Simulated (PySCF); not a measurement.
Match the calculated data to a structure.

All candidates are C5H11N.

| technique | computed result |
| --- | --- |
| Polarisability | 65.4 au [wB97X-D/def2-SVPD] |
| 1H NMR | chemical shifts (computed TMS as zero) by class: 2.87 (4 H), 1.68 (2 H), 1.29 (4 H), -0.05 (1 H) ppm [GIAO PBE0/pcSseg-1] |
| Rotational structure | rotational constants A, B, C: 4.565, 4.453, 2.586 GHz [GFN2-xTB] |
| UV, strongest line | among the 8 lowest singlet transitions: S3 at 7.23 eV (172 nm, f = 0.025) [TDDFT wB97X-D/def2-SVPD] |
| UV, first state | lowest singlet excitation: 6.24 eV (199 nm, f = 0.009) [TDDFT wB97X-D/def2-SVPD] |
| Triplet | lowest triplet excitation (Tamm–Dancoff): 6.10 eV [TDA wB97X-D/def2-SVPD] |
| NMR, other nuclei | isotropic shieldings of nuclei other than C and H, by class: 207 (1 N) ppm [GIAO PBE0/pcSseg-1] |
| 13C NMR | chemical shifts (computed TMS as zero) by class: 52.1 (2 C), 33.2 (2 C), 29.5 (1 C) ppm [GIAO PBE0/pcSseg-1] |
| Dipole | 1.27 D [wB97X-D/def2-SVPD] |

Electronic properties: PySCF, gas phase, density fitting. Levels stand in brackets. The structure is a single GFN2-xTB conformer in the gas phase; no vibrational or solvent corrections. Each NMR value is the plain mean over a class of atoms that symmetry, rotation or inversion makes alike.

Task: Which candidate is it?
A. `C1CCNCC1`
B. `C=CCNCC`
C. `CCNC1CC1`
D. `[H]/N=C/CCCC`
E. `C/C=N/C(C)C`

Result: A. It is `C1CCNCC1`. Numbering: `[CH2:1]1[CH2:2][CH2:3][NH:4][CH2:5][CH2:6]1`. Its formula, C5H11N, gives 1 degree of unsaturation: 1 ring and 0 π bonds in the structure found. 5 carbons fall into 3 classes; from least to most shielded: ring sp3 carbon bound to nitrogen [C3/C5] (52.1 ppm, 2 C), ring CH2 carbon [C2/C6] (33.2 ppm, 2 C), ring CH2 carbon [C1] (29.5 ppm). Hydrogen classes from least to most shielded: 4 H on 2 like atoms (sp3 carbon bound to nitrogen), C3/C5 (2.87 ppm, a mean of values up to 0.5 ppm apart in this geometry), 2 H on a ring CH2 carbon, C1 (1.68 ppm), 4 H on 2 ring CH2 carbons, C2/C6 (1.29 ppm), 1 H on a secondary amine nitrogen, N4 (-0.05 ppm). The other shieldings belong to: 207 ppm, secondary amine nitrogen [N4]. The optimised geometry has point group Cs and is an asymmetric top.

The others, at the same levels:
- `CCNC1CC1` fails: it has 4 carbon classes against 3; its computed 13C shifts are 49.3 (1 C), 34.2 (1 C), 18.7 (1 C), 7.8 (2 C) ppm, 1H shifts are 2.97 (2 H), 1.75 (1 H), 1.13 (3 H), 0.49 (2 H), -0.03 (2 H), -1.02 (1 H) ppm and rotational constant A is 7.516 GHz (against 4.565 GHz).
- `C/C=N/C(C)C` fails: it has 4 carbon classes against 3; its computed 13C shifts are 158.9 (1 C), 65.9 (1 C), 27.3 (2 C), 26.7 (1 C) ppm, 1H shifts are 7.94 (1 H), 3.15 (1 H), 2.01 (3 H), 1.19 (6 H) ppm and rotational constant A is 7.222 GHz (against 4.565 GHz).
- `C=CCNCC` fails: its computed lowest singlet excitation is 5.88 eV (211 nm, f = 0.050) (against 6.24 eV), lowest triplet excitation (Tamm–Dancoff) is 4.59 eV (against 6.10 eV) and strongest line among the 8 lowest singlet transitions is S6 at 7.65 eV (162 nm, f = 0.454) (against S3 at 7.23 eV).
- `[H]/N=C/CCCC` fails: its computed lowest singlet excitation is 5.30 eV (234 nm, f = 0.002) (against 6.24 eV), lowest triplet excitation (Tamm–Dancoff) is 4.54 eV (against 6.10 eV) and strongest line among the 8 lowest singlet transitions is S3 at 8.14 eV (152 nm, f = 0.228) (against S3 at 7.23 eV).

Each candidate is one conformer, not necessarily the lowest. The conformers computed, where there is a choice (atom-mapped SMILES and torsion angles):
- `[CH3:1][CH2:2][NH:3][CH:4]1[CH2:5][CH2:6]1`: C1–C2–N3–C4 66°, C2–N3–C4–C5 -164°
- `[CH3:1]/[CH:2]=[N:3]/[CH:4]([CH3:5])[CH3:6]`: C2–N3–C4–C5 120°
- `[CH2:1]=[CH:2][CH2:3][NH:4][CH2:5][CH3:6]`: C1–C2–C3–N4 -114°, C2–C3–N4–C5 -70°, C3–N4–C5–C6 -174°
- `[H]/[N:6]=[CH:5]/[CH2:4][CH2:3][CH2:2][CH3:1]`: C1–C2–C3–C4 178°, C2–C3–C4–C5 -65°, C3–C4–C5–N6 127°
